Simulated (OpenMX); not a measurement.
The system is SnSe2.

```
Sn Se
1.0
     3.81100    0.00000    0.00000
    -1.90550    3.30042    0.00000
     0.00000    0.00000    6.13600
Sn Se
1 2
Direct
  0.00000 0.00000 0.00000
  0.66667 0.33333 0.75100
  0.33333 0.66667 0.24900
```

Base run:

| Property | Result |
| --- | --- |
| Program | OpenMX 3.8.5 |
| Functional | PBE |
| Potentials or basis | OpenMX 2013 PBE set, Sn7.0-s3p2d1, Se7.0-s3p2d1, grid cutoff 500 Ry |
| k mesh | 9 × 9 × 5 |
| Occupations | fermi-dirac, width 0.05 eV |
| Spin | no spin polarisation |

Its results: band gap on the k mesh 0.78 eV, indirect (least direct gap 1.18 eV); pressure 7.4 GPa; largest force 1.195 eV/Å.

**Question.** The run is repeated on the same cell with these changes: functional from PBE to LDA; potentials or basis from OpenMX 2013 PBE set, Sn7.0-s3p2d1, Se7.0-s3p2d1, grid cutoff 500 Ry to OpenMX 2013 LDA set, Sn7.0-s3p2d2, Se7.0-s3p2d2, grid cutoff 500 Ry. What comes out?

**Answer.** Band gap on the k mesh 0.57 eV, indirect (least direct gap 0.92 eV); pressure 2.1 GPa; largest force 0.778 eV/Å.

Caveats: spin-orbit coupling is left out, which moves the levels of the heavy elements; the basis of atomic orbitals isn't converged, which shifts pressures, moduli and gaps; this functional lacks dispersion, which binds the layers, so the pressure and a relaxed spacing across them are unreliable (some runs); forces of over 1 eV/Å show positions far from the minimum, so gaps and moduli don't describe the material at rest (some runs).
